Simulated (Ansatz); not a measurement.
# In: single points about a listed cell

Aim: see how energy, forces, stress and gap of In answer to moves of single atoms, random distortions, swapped elements. Nothing is relaxed unless a step says so.

Method: DFT PBE, scalar-relativistic, plane waves, PAW, in Ansatz 0.2.0.

## Step 1: The structure to begin with

The structure is hexagonal, space group P6_3/mmc (No. 194). The conventional cell has a = 3.335 Å, b = 3.335 Å, c = 5.509 Å, α = 90.00°, β = 90.00°, γ = 120.00°. Around In (site symmetry -6m2) lie 12 In at 3.34 to 3.36 Å.

Structure file:

```
In
1.0
     3.33548    0.00000    0.00000
    -1.66774    2.88861    0.00000
     0.00000    0.00000    5.50914
In
2
Cartesian
  0.0000 1.9257 1.3773
  1.6677 0.9629 4.1319
```

The structure comes from the Materials Project (structure only).

## Step 2: Substitution of an element, cell strained: In → B, first probe

Against the listed cell: B takes all sites of In, and lengths are scaled by 0.755 as a first guess of the size; strain xx, yy, zz, yz, xz, xy = -1.5, -1.5, -1.5, +0.0, +0.0, +0.0 %.

The input, input.yaml:

```yaml
crystal:
  lattice:
    - [2.4792528724, 0.0, 0.0]
    - [-1.2396264362, 2.1470959699, 0.0]
    - [0.0, 0.0, 4.0949245166]
  atoms:
    - { symbol: B, position: [0.33333333, 0.66666667, 0.25] }
    - { symbol: B, position: [0.66666667, 0.33333333, 0.75] }
basis:
  ecutwfc: 420
kpoints:
  mp_grid: { grid: [9, 9, 4] }
hamiltonian:
  xc: pbe
scf:
  occupations: { method: gaussian, width: 0.1 }
output:
  forces: true
  stress: true
  eigenvalues: true
```

The program printed:

```text
[... 29 lines left out ...]
SCF 1 converged in 6 iterations: F = -306.579183 eV  dr2 = 3.03e-14
SCF converged after 6 iterations
Free energy (F): -306.579183 eV
Harris-Foulkes:  -306.579183 eV  (|F-HF|=0.00e0)
Internal energy: -306.574166 eV  (E = F + TS)
E sigma→0 (E₀):  -306.576674 eV
Entropy (-TS):   -0.005017 eV (-2.508 meV/atom)
Fermi energy:    5.968853 eV
--- Per-component energies (eV) ---
  E_band       = 6.467338
  E_kinetic    = 70.737035
  E_local      = -24.709828  (includes V_loc(G=0)·N_el)
  E_nonlocal   = 26.838939
  E_hartree    = 2.204023
  E_xc         = -56.629581
  E_vxc        = -66.351322  (∫ρ·V_xc dr)
  E_paw        = -156.198245  (= ΣΔE_a)
  E_vpaw       = -4.455531  (= ΣTr[D̂ρ^β])
  E_aug_tail   = -0.000002  (compensation charges beyond the density's cutoff)
  E_ewald      = -168.816507
  E_smearing   = -0.005017  (= −TS)
  E_closure    = 0.000000  (closes the sum)
  Σ components = -306.579183   (vs F -306.579183, Δ=0.00e0)
--- Forces (eV/Å), atoms counted from 1 ---
  atom   1  B      0.00000000    -0.00000000     0.00000000
  atom   2  B      0.00000000     0.00000000     0.00000000
  max |Σ_I F_I| component: 7.40e-17 eV/Å
--- Stress (GPa, compression-positive) ---
      -41.197806      -0.000000       0.000000
       -0.000000     -41.197806       0.000000
        0.000000       0.000000     -34.703737
  P = ⅓ Tr σ = -39.0331 GPa (-390.331 kbar)
--- Band table (eV; the first three rows and the last of 36) ---
  k-point 0: bands = ["-6.5710", "0.7782", "1.0725", "13.8494", "13.8494", "15.2110", "15.3302"]
  k-point 1: bands = ["-6.0954", "-2.3199", "4.9436", "13.4495", "14.0637", "14.0637", "15.1162"]
  k-point 2: bands = ["-4.6729", "-4.6729", "9.4127", "9.4127", "14.5893", "14.5893", "14.5893"]
  k-point 35: bands = ["3.4302", "3.4302", "4.4998", "4.4998", "4.7449", "4.7449", "12.9996"]
```

Run time: 0.39 s. Hardware: 1 thread of an Arm CPU, shared host; peak memory 0.24 GiB.

## Step 3: One element swapped, cell strained: In → B

input.yaml: that of step 2 with these lines changed.

```diff
@@ -11,3 +11,3 @@
 kpoints:
-  mp_grid: { grid: [9, 9, 4] }
+  mp_grid: { grid: [21, 21, 10] }
 hamiltonian:
@@ -20 +20,2 @@
   eigenvalues: true
+  populations: true
```

The program printed, shortened:

```text
Warning: RAYON_NUM_THREADS=1 ignored (pool sized by the plan → 1); use --threads N
[...]
Pseudopotentials: kind: paw
Pseudopotential: B, paw, valence charge 3, recommended cutoff 420 eV (normal), B.paw.azcp
Functional definition: PBE
[...]
Crystal: 2 atoms, lattice volume = 21.798 Å³
Basis set: ecut = 420 eV, 391 PW (Γ), exchange–correlation on 36×36×60 points (8 copies of the dense FFT grid, shifted against one another)
Bands: 7, of which v1, the nominal top of the filled ones, is band 3 counted from 1 (2 counted from 0)
Symmetry: 24 space group operations
Space group: P63/mmc (ITA 194), of the structure as read, at distance tolerance 2.8e-5 Å
k-points: 288 of 4410
[...]
SCF iter   1: F=—  HF=-306.616966 eV  |F-HF|=—  |Δ(HF+E_count)|=         —  Δρ=1.73e-3  dr2=4.19e-4  ethr=1.77e-3  ⟨swp⟩=3.9  Hψ=12869  notcnv=0
[...]
SCF iter   6: F=-306.616856 eV  HF=-306.616856 eV  |F-HF|=3.41e-13  |Δ(HF+E_count)|=  2.23e-11  Δρ=5.94e-8  dr2=2.91e-13  ethr=1.00e-12  ⟨swp⟩=1.5  Hψ=5858  notcnv=0
[...]
SCF converged after 6 iterations
Free energy (F): -306.616856 eV
[...]
E sigma→0 (E₀):  -306.614639 eV
Entropy (-TS):   -0.004434 eV (-2.217 meV/atom)
Fermi energy:    5.940066 eV
[...]
--- Forces (eV/Å), atoms counted from 1 ---
  atom   1  B      0.00000000    -0.00000000     0.00000000
  atom   2  B     -0.00000000     0.00000000     0.00000000
[...]
--- Stress (GPa, compression-positive) ---
      -40.094430      -0.000000       0.000000
       -0.000000     -40.094430       0.000000
        0.000000       0.000000     -36.189897
  P = ⅓ Tr σ = -38.7929 GPa (-387.929 kbar)
--- Band table (eV; the first three rows and the last of 288) ---
  k-point 0: bands = ["-6.5705", "0.7766", "1.0752", "13.8504", "13.8504", "15.2116", "15.3316"]
[...]
--- Löwdin populations: 2 sites ---
  site symbol       q [e]
     0      B      2.9860
     1      B      2.9860
  spilling = 0.004663 (of n_electrons = 6.000000)
```

Run time: 2.6 s. Hardware: 1 thread of an Arm CPU, shared host; peak memory 0.31 GiB.

By site:

| atom | Löwdin electrons |
| --- | --- |
| B1 | 2.99 |
| B2 | 2.99 |

## Step 4: A single atom displaced

The change: atom 1 (In) moved by 0.15 Å.

The input, input.yaml:

```yaml
crystal:
  lattice:
    - [3.335484782, 0.0, 0.0]
    - [-1.667742391, 2.8886145552, 0.0]
    - [0.0, 0.0, 5.50914292]
  atoms:
    - { symbol: In, position: [0.3434617522, 0.6352848438, 0.2650404521] }
    - { symbol: In, position: [0.66666667, 0.33333333, 0.75] }
basis:
  ecutwfc: 420
kpoints:
  mp_grid: { grid: [12, 12, 8] }
hamiltonian:
  xc: pbe
scf:
  occupations: { method: gaussian, width: 0.1 }
output:
  forces: true
  stress: true
  eigenvalues: true
```

The program printed, shortened:

```text
Warning: RAYON_NUM_THREADS=1 ignored (pool sized by the plan → 1); use --threads N
[...]
[... 1 set-up line as earlier in the session ...]
Pseudopotential: In, paw, valence charge 13, recommended cutoff 420 eV (normal), In.paw.azcp
[... 1 set-up line as earlier in the session ...]
[...]
Crystal: 2 atoms, lattice volume = 53.080 Å³
Basis set: ecut = 420 eV, 1051 PW (Γ), exchange–correlation on 48×48×80 points (8 copies of the dense FFT grid, shifted against one another)
Bands: 17, of which v1, the nominal top of the filled ones, is band 13 counted from 1 (12 counted from 0)
Symmetry: 2 space group operations
Space group: P-1 (ITA 2), of the structure as read, at distance tolerance 3.8e-5 Å
k-points: 580 of 1152
[...]
SCF iter   1: F=—  HF=-11195.659502 eV  |F-HF|=—  |Δ(HF+E_count)|=         —  Δρ=1.09e-3  dr2=5.33e-4  ethr=1.77e-3  ⟨swp⟩=5.6  Hψ=48473  notcnv=0
[...]
SCF iter   7: F=-11195.658097 eV  HF=-11195.658097 eV  |F-HF|=1.18e-9  |Δ(HF+E_count)|=   7.34e-8  Δρ=1.76e-6  dr2=1.76e-9  ethr=3.85e-10  ⟨swp⟩=4.7  Hψ=35523  notcnv=0
[...]
SCF converged after 7 iterations
Free energy (F): -11195.658097 eV
[...]
E sigma→0 (E₀):  -11195.655803 eV
Entropy (-TS):   -0.004587 eV (-2.294 meV/atom)
Fermi energy:    10.056863 eV
[...]
--- Forces (eV/Å), atoms counted from 1 ---
  atom   1  In    -0.01982873     0.01488675    -0.23817987
  atom   2  In     0.01982873    -0.01488675     0.23817987
[...]
--- Stress (GPa, compression-positive) ---
        1.982770      -0.091194       0.068321
       -0.091194       1.787751      -0.063329
        0.068321      -0.063329       1.377606
  P = ⅓ Tr σ = 1.7160 GPa (17.160 kbar)
--- Band table (eV; the first three rows and the last of 580) ---
  k-point 0: bands = ["-4.6324", "-4.5819", "-4.5414", "-4.5364", "-4.5191", "-4.5100", "-4.4670", "-4.4207", "-4.2907", "-4.2464", "0.5983", "5.6292", "6.7121", "18.2750", "18.6292", "19.9719", "20.3785"]
[...]
```

It took 19 s on 1 thread of an Arm CPU, shared host; peak memory 0.65 GiB.

## Step 5: Random moves and strain, cell strained

The change: strain xx, yy, zz, yz, xz, xy = +0.0, +1.3, -0.3, +0.1, +0.0, -0.2 %; atoms moved by 0.06 Å root mean square, at most 0.06 Å.

The input, input.yaml:

```yaml
crystal:
  lattice:
    - [3.3350178141, -0.0054034853, 0.000867226]
    - [-1.6721884626, 2.92944601, 0.0023105708]
    - [0.0014323772, 0.0052336858, 5.4901363769]
  atoms:
    - { symbol: In, position: [0.3422545081, 0.6650395924, 0.2591193859] }
    - { symbol: In, position: [0.6577454919, 0.3349604076, 0.7408806141] }
basis:
  ecutwfc: 420
kpoints:
  mp_grid: { grid: [12, 12, 8] }
hamiltonian:
  xc: pbe
scf:
  occupations: { method: gaussian, width: 0.1 }
output:
  forces: true
  stress: true
  eigenvalues: true
```

The program printed, shortened:

```text
Warning: RAYON_NUM_THREADS=1 ignored (pool sized by the plan → 1); use --threads N
[...]
[... 3 set-up lines as earlier in the session ...]
[...]
Crystal: 2 atoms, lattice volume = 53.588 Å³
Basis set: ecut = 420 eV, 1067 PW (Γ), exchange–correlation on 48×48×80 points (8 copies of the dense FFT grid, shifted against one another)
Bands: 17, of which v1, the nominal top of the filled ones, is band 13 counted from 1 (12 counted from 0)
[... 2 set-up lines as earlier in the session ...]
k-points: 580 of 1152
[...]
SCF iter   1: F=—  HF=-11195.661558 eV  |F-HF|=—  |Δ(HF+E_count)|=         —  Δρ=1.09e-3  dr2=5.59e-4  ethr=1.77e-3  ⟨swp⟩=5.6  Hψ=48535  notcnv=0
[...]
SCF iter   7: F=-11195.660163 eV  HF=-11195.660163 eV  |F-HF|=2.44e-9  |Δ(HF+E_count)|=   5.45e-8  Δρ=2.53e-6  dr2=3.03e-9  ethr=3.85e-10  ⟨swp⟩=4.7  Hψ=34411  notcnv=0
[...]
SCF converged after 7 iterations
Free energy (F): -11195.660163 eV
[...]
E sigma→0 (E₀):  -11195.657874 eV
Entropy (-TS):   -0.004577 eV (-2.289 meV/atom)
Fermi energy:    9.908819 eV
[...]
--- Forces (eV/Å), atoms counted from 1 ---
  atom   1  In    -0.01140911     0.00922479    -0.28066488
  atom   2  In     0.01140911    -0.00922479     0.28066488
[...]
--- Stress (GPa, compression-positive) ---
        1.352492      -0.080192       0.066640
       -0.080192       1.368128      -0.044884
        0.066640      -0.044884       1.367261
  P = ⅓ Tr σ = 1.3626 GPa (13.626 kbar)
--- Band table (eV; the first three rows and the last of 580) ---
  k-point 0: bands = ["-4.7510", "-4.6895", "-4.6739", "-4.6514", "-4.6505", "-4.6304", "-4.5861", "-4.5616", "-4.4067", "-4.3824", "0.5265", "5.6092", "6.6602", "17.9608", "18.2479", "19.7383", "20.0866"]
[...]
```

It took 19 s on 1 thread of an Arm CPU, shared host; peak memory 0.65 GiB.

## Step 6: One element swapped, cell strained: In → Al, first probe

Against the listed cell: Al takes all sites of In, and lengths are scaled by 0.911 as a first guess of the size; strain xx, yy, zz, yz, xz, xy = +6.1, +6.1, -2.9, +0.0, +0.0, +0.0 %.

The input, input.yaml:

```yaml
crystal:
  lattice:
    - [3.2248387184, 0.0, 0.0]
    - [-1.6124193592, 2.7927922533, 0.0]
    - [0.0, 0.0, 4.8745640678]
  atoms:
    - { symbol: Al, position: [0.33333333, 0.66666667, 0.25] }
    - { symbol: Al, position: [0.66666667, 0.33333333, 0.75] }
basis:
  ecutwfc: 420
kpoints:
  mp_grid: { grid: [6, 6, 4] }
hamiltonian:
  xc: pbe
scf:
  occupations: { method: gaussian, width: 0.1 }
output:
  forces: true
  stress: true
  eigenvalues: true
```

The program printed, shortened:

```text
[...]
SCF converged after 6 iterations
Free energy (F): -1074.471626 eV
[...]
E sigma→0 (E₀):  -1074.467687 eV
Entropy (-TS):   -0.007879 eV (-3.939 meV/atom)
Fermi energy:    5.606506 eV
[...]
--- Forces (eV/Å), atoms counted from 1 ---
  atom   1  Al     0.00000000    -0.00000000     0.00000000
  atom   2  Al     0.00000000     0.00000000     0.00000000
[...]
--- Stress (GPa, compression-positive) ---
      -11.637694       0.000000       0.000000
        0.000000     -11.637694       0.000000
        0.000000       0.000000      -9.041229
  P = ⅓ Tr σ = -10.7722 GPa (-107.722 kbar)
--- Band table (eV; the first three rows and the last of 21) ---
  k-point 0: bands = ["-4.0358", "2.0640", "2.1063", "12.6124", "12.6124", "13.8070", "13.8070"]
[...]
```

Wall time 0.56 s (1 thread of an Arm CPU, shared host); peak memory 0.25 GiB.

## Step 7: Substitution of an element, cell strained: In → Al

input.yaml: that of step 6 with these lines changed.

```diff
@@ -11,3 +11,3 @@
 kpoints:
-  mp_grid: { grid: [6, 6, 4] }
+  mp_grid: { grid: [15, 15, 10] }
 hamiltonian:
```

The program printed, shortened:

```text
Warning: RAYON_NUM_THREADS=1 ignored (pool sized by the plan → 1); use --threads N
[...]
[... 1 set-up line as earlier in the session ...]
Pseudopotential: Al, paw, valence charge 3, recommended cutoff 420 eV (normal), Al.paw.azcp
[... 1 set-up line as earlier in the session ...]
[...]
Crystal: 2 atoms, lattice volume = 43.902 Å³
Basis set: ecut = 420 eV, 869 PW (Γ), exchange–correlation on 48×48×72 points (8 copies of the dense FFT grid, shifted against one another)
Bands: 7, of which v1, the nominal top of the filled ones, is band 3 counted from 1 (2 counted from 0)
[... 1 set-up line as earlier in the session ...]
Space group: P63/mmc (ITA 194), of the structure as read, at distance tolerance 3.5e-5 Å
k-points: 162 of 2250
[...]
SCF iter   1: F=—  HF=-1074.465518 eV  |F-HF|=—  |Δ(HF+E_count)|=         —  Δρ=9.28e-4  dr2=4.25e-4  ethr=1.77e-3  ⟨swp⟩=5.1  Hψ=9201  notcnv=0
[...]
SCF iter   6: F=-1074.465498 eV  HF=-1074.465498 eV  |F-HF|=0.00e0  |Δ(HF+E_count)|=  4.55e-13  Δρ=2.40e-8  dr2=1.20e-13  ethr=3.18e-12  ⟨swp⟩=1.8  Hψ=3846  notcnv=0
[...]
SCF converged after 6 iterations
Free energy (F): -1074.465498 eV
[...]
E sigma→0 (E₀):  -1074.463114 eV
Entropy (-TS):   -0.004769 eV (-2.385 meV/atom)
Fermi energy:    5.217110 eV
[...]
--- Forces (eV/Å), atoms counted from 1 ---
  atom   1  Al     0.00000000    -0.00000000     0.00000000
  atom   2  Al     0.00000000     0.00000000     0.00000000
[...]
--- Stress (GPa, compression-positive) ---
      -10.839838      -0.000000       0.000000
        0.000000     -10.839838       0.000000
        0.000000       0.000000      -9.660644
  P = ⅓ Tr σ = -10.4468 GPa (-104.468 kbar)
--- Band table (eV; the first three rows and the last of 162) ---
  k-point 0: bands = ["-4.0378", "2.0715", "2.0952", "12.6087", "12.6087", "13.8118", "13.8118"]
[...]
```

Run time: 2 s. Hardware: 1 thread of an Arm CPU, shared host; peak memory 0.32 GiB.

## Step 8: Substitution of an element, cell strained: In → B, first probe

Against the listed cell: B takes all sites of In, and lengths are scaled by 0.755 as a first guess of the size; strain xx, yy, zz, yz, xz, xy = +1.9, +1.9, +1.9, +0.0, +0.0, +0.0 %.

The input, input.yaml:

```yaml
crystal:
  lattice:
    - [2.5665286974, 0.0, 0.0]
    - [-1.2832643487, 2.2226790515, 0.0]
    - [0.0, 0.0, 4.2390759743]
  atoms:
    - { symbol: B, position: [0.33333333, 0.66666667, 0.25] }
    - { symbol: B, position: [0.66666667, 0.33333333, 0.75] }
basis:
  ecutwfc: 420
kpoints:
  mp_grid: { grid: [9, 9, 4] }
hamiltonian:
  xc: pbe
scf:
  occupations: { method: gaussian, width: 0.1 }
output:
  forces: true
  stress: true
  eigenvalues: true
```

The program printed, shortened:

```text
[...]
SCF converged after 6 iterations
Free energy (F): -306.025863 eV
[...]
E sigma→0 (E₀):  -306.024024 eV
Entropy (-TS):   -0.003677 eV (-1.839 meV/atom)
Fermi energy:    4.899485 eV
[...]
--- Forces (eV/Å), atoms counted from 1 ---
  atom   1  B     -0.00000000    -0.00000000     0.00000000
  atom   2  B      0.00000000     0.00000000     0.00000000
[...]
--- Stress (GPa, compression-positive) ---
      -36.476892       0.000000       0.000000
       -0.000000     -36.476892       0.000000
        0.000000       0.000000     -33.202408
  P = ⅓ Tr σ = -35.3854 GPa (-353.854 kbar)
--- Band table (eV; the first three rows and the last of 36) ---
  k-point 0: bands = ["-6.7559", "0.1335", "0.3411", "12.1295", "12.1295", "13.3380", "13.4495"]
[...]
```

It took 0.42 s on 1 thread of an Arm CPU, shared host; peak memory 0.24 GiB.

## Step 9: Substitution of an element, cell strained: In → B

input.yaml: that of step 8 with these lines changed.

```diff
@@ -11,3 +11,3 @@
 kpoints:
-  mp_grid: { grid: [9, 9, 4] }
+  mp_grid: { grid: [18, 18, 10] }
 hamiltonian:
```

The program printed, shortened:

```text
Warning: RAYON_NUM_THREADS=1 ignored (pool sized by the plan → 1); use --threads N
[...]
[... 3 set-up lines as earlier in the session ...]
[...]
Crystal: 2 atoms, lattice volume = 24.182 Å³
Basis set: ecut = 420 eV, 465 PW (Γ), exchange–correlation on 36×36×60 points (8 copies of the dense FFT grid, shifted against one another)
Bands: 7, of which v1, the nominal top of the filled ones, is band 3 counted from 1 (2 counted from 0)
[... 1 set-up line as earlier in the session ...]
Space group: P63/mmc (ITA 194), of the structure as read, at distance tolerance 2.9e-5 Å
k-points: 222 of 3240
[...]
SCF iter   1: F=—  HF=-306.062410 eV  |F-HF|=—  |Δ(HF+E_count)|=         —  Δρ=1.07e-3  dr2=1.40e-4  ethr=1.77e-3  ⟨swp⟩=4.1  Hψ=10253  notcnv=0
[...]
SCF iter   6: F=-306.062118 eV  HF=-306.062118 eV  |F-HF|=7.39e-13  |Δ(HF+E_count)|=  4.95e-12  Δρ=1.15e-7  dr2=1.88e-12  ethr=2.54e-12  ⟨swp⟩=1.5  Hψ=5165  notcnv=0
[...]
SCF converged after 6 iterations
Free energy (F): -306.062118 eV
[...]
E sigma→0 (E₀):  -306.059667 eV
Entropy (-TS):   -0.004903 eV (-2.452 meV/atom)
Fermi energy:    4.890305 eV
[...]
--- Forces (eV/Å), atoms counted from 1 ---
  atom   1  B      0.00000000    -0.00000000     0.00000000
  atom   2  B      0.00000000     0.00000000     0.00000000
[...]
--- Stress (GPa, compression-positive) ---
      -35.950017      -0.000000       0.000000
       -0.000000     -35.950017       0.000000
        0.000000       0.000000     -34.112814
  P = ⅓ Tr σ = -35.3376 GPa (-353.376 kbar)
--- Band table (eV; the first three rows and the last of 222) ---
  k-point 0: bands = ["-6.7556", "0.1366", "0.3380", "12.1304", "12.1304", "13.3368", "13.4510"]
[...]
```

Run time: 1.7 s. Hardware: 1 thread of an Arm CPU, shared host; peak memory 0.3 GiB.

## Step 10: A random distortion, cell strained

Against the listed cell: strain xx, yy, zz, yz, xz, xy = +1.8, -3.7, -0.2, +1.6, -0.5, +1.7 %; atoms moved by 0.25 Å root mean square, at most 0.25 Å.

The input, input.yaml:

```yaml
crystal:
  lattice:
    - [3.3949564757, 0.0574036931, -0.0169776175]
    - [-1.6477651813, 2.7529761978, 0.0537533989]
    - [-0.0280415375, 0.0863282696, 5.4988408227]
  atoms:
    - { symbol: In, position: [0.3373527861, 0.6076868384, 0.2762926561] }
    - { symbol: In, position: [0.6626472139, 0.3923131616, 0.7237073439] }
basis:
  ecutwfc: 420
kpoints:
  mp_grid: { grid: [12, 14, 8] }
hamiltonian:
  xc: pbe
scf:
  occupations: { method: gaussian, width: 0.1 }
output:
  forces: true
  stress: true
  eigenvalues: true
```

The program printed, shortened:

```text
Warning: RAYON_NUM_THREADS=1 ignored (pool sized by the plan → 1); use --threads N
[...]
[... 3 set-up lines as earlier in the session ...]
[...]
Crystal: 2 atoms, lattice volume = 51.899 Å³
Basis set: ecut = 420 eV, 1029 PW (Γ), exchange–correlation on 48×48×80 points (8 copies of the dense FFT grid, shifted against one another)
Bands: 17, of which v1, the nominal top of the filled ones, is band 13 counted from 1 (12 counted from 0)
[... 1 set-up line as earlier in the session ...]
Space group: P-1 (ITA 2), of the structure as read, at distance tolerance 3.7e-5 Å
k-points: 676 of 1344
[...]
SCF iter   1: F=—  HF=-11195.492124 eV  |F-HF|=—  |Δ(HF+E_count)|=         —  Δρ=1.01e-3  dr2=4.08e-4  ethr=1.77e-3  ⟨swp⟩=5.6  Hψ=57003  notcnv=0
[...]
SCF iter   6: F=-11195.490650 eV  HF=-11195.490650 eV  |F-HF|=7.11e-9  |Δ(HF+E_count)|=   7.30e-8  Δρ=3.07e-6  dr2=1.15e-8  ethr=3.85e-10  ⟨swp⟩=5.4  Hψ=44429  notcnv=0
[...]
SCF converged after 6 iterations
Free energy (F): -11195.490650 eV
[...]
E sigma→0 (E₀):  -11195.488484 eV
Entropy (-TS):   -0.004333 eV (-2.166 meV/atom)
Fermi energy:    10.386977 eV
[...]
--- Forces (eV/Å), atoms counted from 1 ---
  atom   1  In    -0.21538705     0.08713132    -1.03640248
  atom   2  In     0.21538705    -0.08713132     1.03640248
[...]
--- Stress (GPa, compression-positive) ---
        4.074767      -1.038674       1.616360
       -1.038674       3.373917      -0.444542
        1.616359      -0.444542       5.608448
  P = ⅓ Tr σ = 4.3524 GPa (43.524 kbar)
--- Band table (eV; the first three rows and the last of 676) ---
  k-point 0: bands = ["-4.4552", "-4.4476", "-4.3702", "-4.3465", "-4.2497", "-4.2282", "-4.1875", "-4.0820", "-4.0742", "-3.9160", "0.6031", "5.8756", "6.9962", "18.1280", "19.4367", "19.8051", "20.9447"]
[...]
```

Run time: 20 s. Hardware: 1 thread of an Arm CPU, shared host; peak memory 0.68 GiB.

## Step 11: Results

```
step                                                case  energy (meV/atom)  pressure (GPa)  largest force (eV/Å)  gap on the mesh (eV)
   3          one element swapped, cell strained: In → B                n/a           -38.8                  0.00                  0.00
   4                             a single atom displaced               +0.0             1.7                  0.24                  0.00
   5              random moves and strain, cell strained               -1.0             1.4                  0.28                  0.00
   7  substitution of an element, cell strained: In → Al                n/a           -10.4                  0.00                  0.00
   9   substitution of an element, cell strained: In → B                n/a           -35.3                  0.00                  0.00
  10                  a random distortion, cell strained             +83.7*             4.4                  1.06                  0.00
```

Energies are counted from step 4, with the smearing taken to zero; a star marks another k mesh, which can shift energies by itself, so starred rows don't rank against the others. Other atoms or functionals have another zero of energy (n/a). A gap of 0.00 means none on the mesh at this level.

In words: Among the distorted cells of the listed formula and level the largest force, 1.06 eV/Å, comes in step 10, shared by 2 atoms. The distorted cells of the listed formula and level show no gap on the mesh.
